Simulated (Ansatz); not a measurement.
The system is SiNi.

```
CELL_PARAMETERS angstrom
5.17310 0.00000 0.00000
0.00000 3.33810 0.00000
0.00000 0.00000 5.60490
ATOMIC_POSITIONS crystal
Ni 0.99221 0.75000 0.81248
Ni 0.50779 0.25000 0.31248
Ni 0.49221 0.75000 0.68752
Ni 0.00779 0.25000 0.18752
Si 0.67872 0.25000 0.91750
Si 0.82128 0.75000 0.41750
Si 0.17872 0.25000 0.58250
Si 0.32128 0.75000 0.08250
```

Base run:

```yaml
Program: Ansatz 0.2.0
Functional: PBE
Potentials_or_basis: Ansatz PAW
Cutoff: 420 eV
Density_cutoff: 1680 eV
k_mesh: 5 × 8 × 5
Occupations: fermi-dirac, width 0.05 eV
Spin: collinear spin, ferromagnetic start
Starting_moments: "[1.0, 1.0, 1.0, 1.0, 0.0, 0.0, 0.0, 0.0] μB"
```

Its results: band gap on the k mesh none (metal or under the smearing width); pressure 1.7 GPa; net moment 0.00 μB per cell; largest force 0.053 eV/Å.

Problem. After a change of settings the same cell gave: band gap on the k mesh none (metal or under the smearing width); pressure 9.9 GPa; net moment 0.00 μB per cell; largest force 0.162 eV/Å. Which change was it?
A. functional from PBE to r2SCAN; cutoff from 420 eV to 500 eV; density cutoff from 1680 eV to 2000 eV
B. functional from PBE to PBEsol
C. functional from PBE to BLYP
D. functional from PBE to LDA

Solution. C.

BLYP binds less tightly than PBE, so the same cell stands under more pressure.

Caveats: the potentials were made for another functional, which shifts forces and pressure (some runs); the PAW data sets come from PBE, with cores solved anew for the run's functional, which leaves a small shift of forces and pressure (some runs).

Not every run made on this cell is shown here.
